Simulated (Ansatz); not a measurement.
Relax this structure to zero stress and force, keeping its symmetry:

```yaml
crystal:
  lattice:
    - [0.00000, 2.83040, 2.83040]
    - [2.83040, 0.00000, 2.83040]
    - [2.83040, 2.83040, 0.00000]
  atoms:
    - { symbol: Al, position: [0.00000, 0.00000, 0.00000] }
    - { symbol: As, position: [0.25000, 0.25000, 0.25000] }
```

Method: DFT PBE, scalar-relativistic, plane waves, PAW (Ansatz 0.2.0).

Plane waves to 420 eV, a k mesh through Γ of 8×8×8 on the computed 2-atom cell and Gaussian smearing (0.02 eV); no spin polarisation.

Q: What does it relax to?

A: The volume rises by 0.81 Å³/atom to 23.49 Å³/atom, and the energy falls by 6.4 meV/atom. Final structure:
Space group F-43m (No. 216). a = 5.728 Å, b = 5.728 Å, c = 5.728 Å, α = 90.00°, β = 90.00°, γ = 90.00°
```
atom site symmetry x y z
  Al    4a      -43m  0.0000  0.0000  0.0000
  As    4d      -43m  0.2500  0.2500  0.7500
```

Course of the relaxation (steps run on the plane waves of an earlier cell, and the basis is chosen afresh near the end, so energy and pressure can step there; trial steps that raised the energy were taken back; energies are free energies):

```json
{"step": "1", "E − E_final (meV/atom)": "6.4", "P (GPa)": "2.59", "V (Å³/atom)": "22.67"}
{"step": "2", "E − E_final (meV/atom)": "0.3", "P (GPa)": "0.33", "V (Å³/atom)": "23.38"}
{"step": "3", "E − E_final (meV/atom)": "0.2", "P (GPa)": "0.02", "V (Å³/atom)": "23.49"}
{"step": "4", "E − E_final (meV/atom)": "0.0", "P (GPa)": "0.03", "V (Å³/atom)": "23.49"}
```